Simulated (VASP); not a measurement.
# TiB2 (P6/mmm) in VASP: relaxation of cell and atoms with PBEsol

Aim: the relaxation of cell and atoms of TiB2 with PBEsol.

All numbers are computed with VASP 6.6.1; they aren't measurements. Logs are shortened: lines on timing, memory, paths and dates and some standing lists are left out, and cuts for length are marked.

### Step 1. The structure

It takes space group P6/mmm (No. 191, hexagonal). The conventional cell has a = 3.029 Å, b = 3.029 Å, c = 3.228 Å, α = 90.00°, β = 90.00°, γ = 120.00°. Around Ti (site symmetry 6/mmm) lie 12 B at 2.38 Å. B (site symmetry -6m2) has 3 B at 1.75 Å as nearest neighbours.

### Step 2. Relaxation of cell and atoms, PBEsol

Input file INCAR:

```
SYSTEM = TiB2
PREC = Accurate
ENCUT = 520
EDIFF = 1E-7
ISMEAR = 0
SIGMA = 0.1
LREAL = .FALSE.
LASPH = .TRUE.
NELM = 60
ALGO = Fast
ISIF = 3
LWAVE = .FALSE.
LCHARG = .FALSE.
GGA = PS
IBRION = 2
NSW = 80
EDIFFG = -0.002
```

Input file KPOINTS:

```
Automatic mesh
0
G
  15 15 14
  0 0 0
```

Input file POSCAR:

```
TiB2
1.0
    3.0292000000      0.0000000000      0.0000000000
   -1.5146000000      2.6233641500      0.0000000000
    0.0000000000      0.0000000000      3.2284000000
Ti B
1 2
Direct
    0.0000000000      0.0000000000      0.0000000000
    0.3333333300      0.6666666700      0.5000000000
    0.6666666700      0.3333333300      0.5000000000
```

Potentials or basis: VASP PAW PBE potentials, release 64 (Ti_sv, B).

Command:

```bash
$ cat potpaw_PBE.64/Ti_sv/POTCAR potpaw_PBE.64/B/POTCAR > POTCAR
$ mpirun -np 1 vasp_std > vasp.out
```

OUTCAR:

```text
SYSTEM = TiB2
   PREC = Accurate
   ENCUT = 520
   EDIFF = 1E-7
   ISMEAR = 0
   LREAL = .FALSE.
   LASPH = .TRUE.
   NELM = 60
   ISIF = 3
   GGA = PS
   IBRION = 2
   NSW = 80
   EDIFFG = -0.002

 ion  position               nearest neighbor table
   1  0.000  0.000  0.000-   2 2.38   3 2.38   2 2.38   3 2.38   2 2.38   2 2.38   3 2.38   3 2.38
                             3 2.38   3 2.38   2 2.38   2 2.38
   2  0.333  0.667  0.500-   3 1.75   3 1.75   3 1.75   1 2.38   1 2.38   1 2.38   1 2.38   1 2.38
                             1 2.38
   3  0.667  0.333  0.500-   2 1.75   2 1.75   2 1.75   1 2.38   1 2.38   1 2.38   1 2.38   1 2.38
                             1 2.38

  LATTYP: Found a hexagonal cell.
 ALAT       =     3.0292000000
 C/A-ratio  =     1.0657599366

  Lattice vectors:

 A1 = (   3.0292000000,   0.0000000000,   0.0000000000)
 A2 = (  -1.5146000000,   2.6233641500,   0.0000000000)
 A3 = (   0.0000000000,   0.0000000000,   3.2284000000)

Analysis of symmetry for initial positions (statically):
=====================================================================
 Subroutine PRICEL returns:
 Original cell was already a primitive cell.

 Routine SETGRP: Setting up the symmetry group for a
 hexagonal supercell.

 Subroutine GETGRP returns: Found 24 space group operations
 (whereof 24 operations were pure point group operations)
 out of a pool of 24 trial point group operations.

The static configuration has the point symmetry D_6h.

Analysis of symmetry for dynamics (positions and initial velocities):
=====================================================================
 Subroutine PRICEL returns:
 Original cell was already a primitive cell.

 Routine SETGRP: Setting up the symmetry group for a
 hexagonal supercell.

 Subroutine GETGRP returns: Found 24 space group operations
 (whereof 24 operations were pure point group operations)
 out of a pool of 24 trial point group operations.

The dynamic configuration has the point symmetry D_6h.

 Subroutine INISYM returns: Found 24 space group operations
 (whereof 24 operations are pure point group operations),
 and found     1 'primitive' translations

----------------------------------------------------------------------------------------

                                     Primitive cell

  volume of cell :      25.6551

  direct lattice vectors                    reciprocal lattice vectors
     3.029200000  0.000000000  0.000000000     0.330120164  0.190594966  0.000000000
    -1.514600000  2.623364150  0.000000000     0.000000000  0.381189931  0.000000000
     0.000000000  0.000000000  3.228400000     0.000000000  0.000000000  0.309750960

  length of vectors
     3.029200000  3.029199997  3.228400000     0.381189931  0.381189931  0.309750960

  position of ions in fractional coordinates (direct lattice)
     0.000000000  0.000000000  0.000000000
     0.333333330  0.666666670  0.500000000
     0.666666670  0.333333330  0.500000000

  ion indices of the primitive-cell ions
   primitive index   ion index
                 1           1
                 2           2
                 3           3

----------------------------------------------------------------------------------------

 KPOINTS: Automatic mesh

Automatic generation of k-mesh.
 Grid dimensions read from file:
 generate k-points for:   15   15   14

 Generating k-lattice:

  Cartesian coordinates                     Fractional coordinates (reciprocal lattice)
     0.022008011  0.012706331  0.000000000     0.066666667  0.000000000  0.000000000
     0.000000000  0.025412662  0.000000000     0.000000000  0.066666667  0.000000000
     0.000000000  0.000000000  0.022125069     0.000000000  0.000000000  0.071428571

  Length of vectors
     0.025412662  0.025412662  0.022125069

  Shift w.r.t. Gamma in fractional coordinates (k-lattice)
     0.000000000  0.000000000  0.000000000

 Subroutine IBZKPT returns following result:
 ===========================================

 Found    216 irreducible k-points:

 Following reciprocal coordinates:
            Coordinates               Weight
  0.000000  0.000000  0.000000      1.000000
  0.066667  0.000000  0.000000      6.000000
  0.133333  0.000000  0.000000      6.000000
  0.200000  0.000000  0.000000      6.000000
  0.266667  0.000000  0.000000      6.000000
  0.333333 -0.000000  0.000000      6.000000
[... 16 lines left out ...]
  0.333333  0.200000  0.000000     12.000000
  0.400000  0.200000  0.000000      6.000000
 [... further k-points ...]
   k-points           NKPTS =    216   k-points in BZ     NKDIM =    216   number of bands    NBANDS=     13
   number of dos      NEDOS =    301   number of ions     NIONS =      3
   total plane-waves  NPLWV =  13824
   dimension x,y,z NGX =    24 NGY =   24 NGZ =   24
   dimension x,y,z NGXF=    48 NGYF=   48 NGZF=   48
   ions per type =               1   2
   NGX,Y,Z   is equivalent  to a cutoff of  13.17, 13.17, 12.36 a.u.
   NGXF,Y,Z  is equivalent  to a cutoff of  26.34, 26.34, 24.72 a.u.
 SYSTEM =  TiB2
   PREC   = accura    normal or accurate (medium, high low for compatibility)
   ISTART =      0    job   : 0-new  1-cont  2-samecut
   ICHARG =      2    charge: 1-file 2-atom 10-const
   ISPIN  =      1    spin polarized calculation?
   LNONCOLLINEAR =      F non collinear calculations
   LSORBIT =      F    spin-orbit coupling
   LASPH  =      T    aspherical Exc in radial PAW
   ENCUT  =  520.0 eV  38.22 Ry    6.18 a.u.   5.63  5.63  6.00*2*pi/ulx,y,z
   NELM   =     60;   NELMIN=  2; NELMDL= -5     # of ELM steps
   EDIFF  = 0.1E-06   stopping-criterion for ELM
   LREAL  =      F    real-space projection
   EDIFFG = -.2E-02   stopping-criterion for IOM
   NSW    =     80    number of steps for IOM
   IBRION =      2    ionic relax: 0-MD 1-quasi-New 2-CG
   NFREE  =      1    steps in history (QN), initial steepest desc. (CG)
   ISIF   =      3    stress and relaxation
   ISYM   =      2    0-nonsym 1-usesym 2-fastsym
   POTIM  = 0.5000    time-step for ionic-motion
   TEBEG  =    0.0;   TEEND  =   0.0 temperature during run
   PSTRESS=    0.0 pullay stress
   NELECT =      18.0000    total number of electrons
   NUPDOWN=      -1.0000    fix difference up-down
   EMIN   =  10.00;   EMAX   =-10.00  energy-range for DOS
   EFERMI =   0.00;   METHOD = LEGACY
   ISMEAR =     0;   SIGMA  =   0.10  broadening in eV -4-tet -1-fermi 0-gaus
   EFERMI_NEDOS =   21; number of points for ismear=-14 and -15
   IALGO  =     68    algorithm
   IMIX   =      4    mixing-type and parameters
     AMIX     =   0.40;   BMIX     =  1.00
     AMIX_MAG =   1.60;   BMIX_MAG =  1.00
  volume/ion in A,a.u.               =       8.55        57.71
  Fermi-wavevector in a.u.,A,eV,Ry     =   1.454703  2.748990 28.792122  2.116161
  Thomas-Fermi vector in A             =   2.571823
   LORBIT       =      0    0 simple, 1 ext, 2 COOP (PROOUT), +10 PAW based schemes
   GGA     = PS    functional components
   LHFCALC =     F    Hartree Fock is set to
   AEXX    =    0.0000 exact exchange contribution
   IVDW    =     0    specifies the selected vdW correction
   LEPSILON=     F    determine dielectric tensor
   LRPA    =     F    only Hartree local field effects (RPA)
 conjugate gradient relaxation of ions
 non-spin polarized calculation
 RMM-DIIS sequential band-by-band and
 Gauss-broadening in eV      SIGMA  =   0.10
  energy-cutoff  :      520.00
  volume of cell :       25.66
 maximum number of plane-waves:       721
 NGX is ok and might be reduce to    24
   NGX = 11   NGY = 11   NGZ = 13

--------------------------------------- Ionic step        1  -------------------------------------------

 number of electron      18.0000002 magnetization

 Free energy of the ion-electron system (eV)
  ---------------------------------------------------
  ext. energy  EPLUGINS =         0.00000000
  ---------------------------------------------------
  free energy    TOTEN  =       -25.78412019 eV

  energy without entropy =      -25.78224605  energy(sigma->0) =      -25.78318312

 E-fermi :   9.9277     XC(G=0): -12.8721

 val. band max:        9.9270852839   @ k =   0.2000   0.2000   0.1429
 cond. band min:       9.9324538898   @ k =   0.0667   0.0667   0.2857
 fundamental gap:      0.0053686059
 Fermi energy:         9.9276968977

 k-point     1 :       0.0000    0.0000    0.0000
  band No.  band energies     occupation
      1     -46.7942      2.00000
      2     -23.2560      2.00000
      3     -22.9316      2.00000
      4     -22.9316      2.00000
      5      -3.5635      2.00000
      6       7.3136      2.00000
      7       7.3136      2.00000
      8       7.6009      2.00000
      9       7.7573      2.00000
     10      11.7995      0.00000
     11      11.7995      0.00000
     12      15.6712      0.00000
     13      15.6714      0.00000
[... 356 lines left out ...]
      2     -23.2943      2.00000
      3     -23.1798      2.00000
      4     -23.1176      2.00000
      5       1.0493      2.00000
      6       1.1264      2.00000
      7       4.0682      2.00000
      8       7.1845      2.00000
      9       9.3018      2.00000
     10       9.8595      1.66526
     11      11.9065      0.00000
     12      12.6819      0.00000
     13      15.6359      0.00000

 [... further k-points ...]

------------------------ aborting loop EDIFF was not reached (unconverged)  ----------------------------

  FORCE on cell =-STRESS in cart. coord.  units (eV):
  Direction    XX          YY          ZZ          XY          YZ          ZX
  --------------------------------------------------------------------------------------
  -------------------------------------------------------------------------------------
  Total       -0.6128419     -0.6128419     -1.0830233      0.0000000      0.0000000      0.0000000
  in kB      -38.2723519    -38.2723518    -67.6354685      0.0000000      0.0000000      0.0000000
  external PRESSURE =     -48.0600574 kB  Pullay stress =       0.0000000 kB
[... 24 lines left out ...]
--------------------------------------- Ionic step        2  -------------------------------------------

 number of electron      17.9999999 magnetization

------------------------ aborting loop EDIFF was not reached (unconverged)  ----------------------------

  FORCE on cell =-STRESS in cart. coord.  units (eV):
  Direction    XX          YY          ZZ          XY          YZ          ZX
  --------------------------------------------------------------------------------------
  -------------------------------------------------------------------------------------
  Total        0.8304381      0.8304381      0.5389231      0.0000000      0.0000000      0.0000000
  in kB       53.8364865     53.8364864     34.9378591      0.0000000      0.0000000      0.0000000
  external PRESSURE =      47.5369440 kB  Pullay stress =       0.0000000 kB
[... 98 lines left out ...]
--------------------------------------- Ionic step        5  -------------------------------------------

 number of electron      17.9999998 magnetization

 Free energy of the ion-electron system (eV)
  ---------------------------------------------------
  ext. energy  EPLUGINS =         0.00000000
  ---------------------------------------------------
  free energy    TOTEN  =       -25.79348415 eV

  energy without entropy =      -25.79164040  energy(sigma->0) =      -25.79256227

 E-fermi :  10.1468     XC(G=0): -12.9710

 val. band max:       10.1459260134   @ k =   0.2000   0.2000   0.1429
 cond. band min:      10.1561559463   @ k =   0.0000   0.0000   0.3571
 fundamental gap:      0.0102299329
 Fermi energy:        10.1468248742

 k-point     1 :       0.0000    0.0000    0.0000
  band No.  band energies     occupation
      1     -46.5087      2.00000
      2     -22.9673      2.00000
      3     -22.6467      2.00000
      4     -22.6467      2.00000
      5      -3.4379      2.00000
      6       7.4254      2.00000
      7       7.4254      2.00000
      8       7.9320      2.00000
      9       7.9563      2.00000
     10      12.0875      0.00000
     11      12.0875      0.00000
     12      13.9686      0.00000
     13      13.9686      0.00000
[... 398 lines left out ...]
  FREE ENERGIE OF THE ION-ELECTRON SYSTEM (eV)
  ---------------------------------------------------
  free  energy   TOTEN  =       -25.7934841479 eV

  energy  without entropy=      -25.7916403960  energy(sigma->0) =      -25.79256227

 reached required accuracy - stopping structural energy minimisation
```

Wall time 4.6 min (1 thread of Intel Xeon 6975P-C (Granite Rapids), shared host); peak memory 0.22 GiB.

Results:

* Free energy: -25.7935 eV
* Relaxed volume: 8.38 Å³/atom
* Relaxed cell: a = 3.019 Å, b = 3.019 Å, c = 3.186 Å, α = 90.00°, β = 90.00°, γ = 120.00°
* Space group after relaxing (to 0.05 Å): P6/mmm (No. 191)
* Energy gained by relaxing: 3.1 meV/atom
* Ionic steps: 5
* Pressure after relaxing: 0.0 GPa
* Band gap on the k mesh: none (metal or under the smearing width)

Step by step:
| step | energy change (eV) | largest force (eV/Å) | pressure (GPa) | volume (Å³) |
| --- | --- | --- | --- | --- |
| 1 | 0.0000 | 0.0000 | -4.81 | 25.66 |
| 2 | -0.0027 | 0.0000 | 4.75 | 24.71 |
| 3 | -0.0086 | 0.0000 | 0.32 | 25.14 |
| 4 | -0.0094 | 0.0000 | -0.03 | 25.15 |
| 5 | -0.0094 | 0.0000 | -0.02 | 25.15 |

Final structure:
```cif
data_structure
_symmetry_space_group_name_H-M 'P 1'
_symmetry_Int_Tables_number 1
_cell_length_a 3.0191
_cell_length_b 3.0191
_cell_length_c 3.1857
_cell_angle_alpha 90.000
_cell_angle_beta 90.000
_cell_angle_gamma 120.000
_cell_volume 25.15
loop_
_atom_site_label
_atom_site_type_symbol
_atom_site_fract_x
_atom_site_fract_y
_atom_site_fract_z
_atom_site_occupancy
Ti1 Ti 0.00000 0.00000 0.00000 1
B1 B 0.33333 0.66667 0.50000 1
B2 B 0.66667 0.33333 0.50000 1
```

Caveat: the PAW data sets were made with another functional, which shifts forces and pressure a little.
